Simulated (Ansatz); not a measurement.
AlP: what changed settings do

All trials start from this Ansatz input:

```yaml
crystal:
  lattice:
    - [0.0, 2.736483713, 2.736483713]
    - [2.736483713, 0.0, 2.736483713]
    - [2.736483713, 2.736483713, 0.0]
  atoms:
    - { symbol: Al, position: [0.0, 0.0, 0.0] }
    - { symbol: P, position: [0.75, 0.75, 0.75] }
basis:
  ecutwfc: 420
kpoints:
  mp_grid: { grid: [4, 4, 4] }
hamiltonian:
  xc: pbe
scf:
  occupations: { method: gaussian, width: 0.1 }
output:
  forces: true
  stress: true
  eigenvalues: true
```

Command:

```bash
ansatz run input.yaml --threads 1 --pin off --max-ram 1331MiB --backend cpu --events-out ev --progress --plain --runs-dir out
```

The run converges in 6 SCF iterations on 8 irreducible k-points: pressure 2.03 GPa, gap on the sampled k-points 1.57 eV.

These settings were drawn at random to show what each does; none of the numbers is a converged property of the crystal. Each trial's input is given as a difference from the reference's; energies are extrapolated to zero smearing where there is one, and pressure is positive in compression. Charged cells sit in a uniform background, and their pressures hang on that convention.

Trial 1 (volume scaled):

```diff
 crystal:
   lattice:
-    - [0.0, 2.736483713, 2.736483713]
-    - [2.736483713, 0.0, 2.736483713]
-    - [2.736483713, 2.736483713, 0.0]
+    - [0.0, 2.7546066498, 2.7546066498]
+    - [2.7546066498, 0.0, 2.7546066498]
+    - [2.7546066498, 2.7546066498, 0.0]
 basis:
+  precision: f64
 kpoints:
-  mp_grid: { grid: [4, 4, 4] }
+  mp_grid: { grid: [1, 1, 1], shift: [0.19, 0.49, 0.22] }
 scf:
-  occupations: { method: gaussian, width: 0.1 }
+  occupations: { method: methfessel_paxton, width: "0.01 Ry" }
+  n_extra_bands: 20
+  max_iter: 30
+  convergence: { dr2_threshold: "1e-10 eV" }
+magnetization:
+  spin_polarized: true
```

What does the program give?

The run converges in 9 SCF iterations on 1 irreducible k-point: energy 100 meV per atom below the reference, pressure -0.33 GPa, largest force 0.836 eV/Å, gap on the sampled k-points 4.73 eV, cell moment 0.00 μB. It warns that no starting moments were given; that the state wasn't tested for a lower one.

Trial 2:

```diff
 basis:
-  ecutwfc: 420
+  ecutwfc: 530
```

What does the program give?

The run converges in 6 SCF iterations on 8 irreducible k-points: energy 0.34 meV per atom below the reference, pressure 2.03 GPa, gap on the sampled k-points 1.57 eV.

Trial 3:

```diff
 kpoints:
-  mp_grid: { grid: [4, 4, 4] }
+  mp_grid: { kspacing: 0.38 }
 hamiltonian:
-  xc: pbe
+  xc: blyp
 scf:
-  occupations: { method: gaussian, width: 0.1 }
+  occupations: { method: fermi_dirac, width: "0.005 Ry" }
```

How does this run end?

The run converges in 6 SCF iterations on 16 irreducible k-points: pressure 4.05 GPa, gap on the sampled k-points 1.85 eV.

Trial 4:

```diff
 hamiltonian:
+  dispersion: d4
 scf:
-  occupations: { method: gaussian, width: 0.1 }
+  occupations: { method: tetrahedron_uncorrected }
+  max_iter: 100
 output:
+  optics: { e_range: [0, 10], sigma: 0.2 }
```

How does this run end?

The run converges in 7 SCF iterations on 8 irreducible k-points: pressure -0.60 GPa, gap on the sampled k-points 1.57 eV. It warns that the printed bands weren't solved further after the SCF.

Trial 5 (volume scaled):

```diff
 crystal:
   lattice:
-    - [0.0, 2.736483713, 2.736483713]
-    - [2.736483713, 0.0, 2.736483713]
-    - [2.736483713, 2.736483713, 0.0]
+    - [0.0, 2.9240142034, 2.9240142034]
+    - [2.9240142034, 0.0, 2.9240142034]
+    - [2.9240142034, 2.9240142034, 0.0]
 basis:
-  ecutwfc: 420
+  precision: f64
 kpoints:
-  mp_grid: { grid: [4, 4, 4] }
+  mp_grid: { grid: [1, 1, 4] }
 scf:
-  occupations: { method: gaussian, width: 0.1 }
+  occupations: { method: fixed }
+  lower_state_search: standard
+  mixing: { algorithm: broyden, beta: 0.22, preconditioner: local_kerker }
+  initial_density: { chi_scale: 0, normalization: atom }
+  max_iter: 63
 output:
+  optics: { e_range: [0, 10], sigma: 0.2 }
```

What happens?

The run converges in 15 SCF iterations on 3 irreducible k-points: energy 3.03 eV per atom above the reference, pressure 1.10 GPa, largest force 0.201 eV/Å, gap on the sampled k-points 1.46 eV. It warns that the mesh lowers the symmetry.

Trial 6:

```diff
 hamiltonian:
-  xc: pbe
+  xc: pbesol
 scf:
+  lower_state_search: "off"
```

What does the program give?

The run converges in 6 SCF iterations on 8 irreducible k-points: pressure 0.29 GPa, gap on the sampled k-points 1.42 eV.

Trial 7:

```diff
+total_charge: -2
 scf:
+  lower_state_search: standard
```

How does this run end?

The run converges in 7 SCF iterations on 8 irreducible k-points: pressure -10.94 GPa (with the neutralising background of the charged cell), no gap.